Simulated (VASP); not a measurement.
Write the native input for VASP 6.6.1 that does the following.

| Property | Result |
| --- | --- |
| Task | single point |
| Functional | PBE |
| Potentials or basis | VASP PAW PBE potentials, release 64 (Ge_d) |
| Cutoff | 520 eV |
| k mesh | 8 × 8 × 8 |
| Occupations | gaussian, width 0.1 eV |
| Spin | no spin polarisation |
| Dipole correction | no |
| Further INCAR settings | ALGO = Normal; EDIFF = 1e-06; NBANDS = 13 |

The structure of Ge lies in POSCAR:

```
Ge
1.0
   -1.8377103826      1.8377103826      1.8377103826
    1.8377103826     -1.8377103826      1.8377103826
    1.8377103826      1.8377103826     -1.8377103826
Ge
1
Direct
    0.0000000000      0.0000000000      0.0000000000
```

This isn't the form of Ge at room conditions, which is diamond.

The cell isn't the ideal one: Pb replaced by Ge, lengths x 0.893, strained and moved within the space group.

These files were run (other wordings do the same):

INCAR

```
SYSTEM = Ge
PREC = Accurate
ENCUT = 520
EDIFF = 1E-6
ISMEAR = 0
SIGMA = 0.1
LREAL = .FALSE.
LASPH = .TRUE.
NELM = 100
ALGO = Normal
ISIF = 2
LWAVE = .FALSE.
LCHARG = .FALSE.
GGA = PE
NBANDS = 13
```

KPOINTS

```
Automatic mesh
0
G
  8 8 8
  0 0 0
```

Potentials or basis: VASP PAW PBE potentials, release 64 (Ge_d).

Run with:

```bash
$ cat potpaw_PBE.64/Ge_d/POTCAR > POTCAR
$ mpirun -np 1 vasp_std > vasp.out
```

It gave:

```yaml
Pressure: -8.8 GPa
Band_gap_on_the_k_mesh: none (metal or under the smearing width)
```

It took 3.5 s on 1 thread of Intel(R) Xeon(R) Platinum 8375C CPU @ 2.90GHz (Ice Lake), on a shared host, peak memory 0.14 GiB.
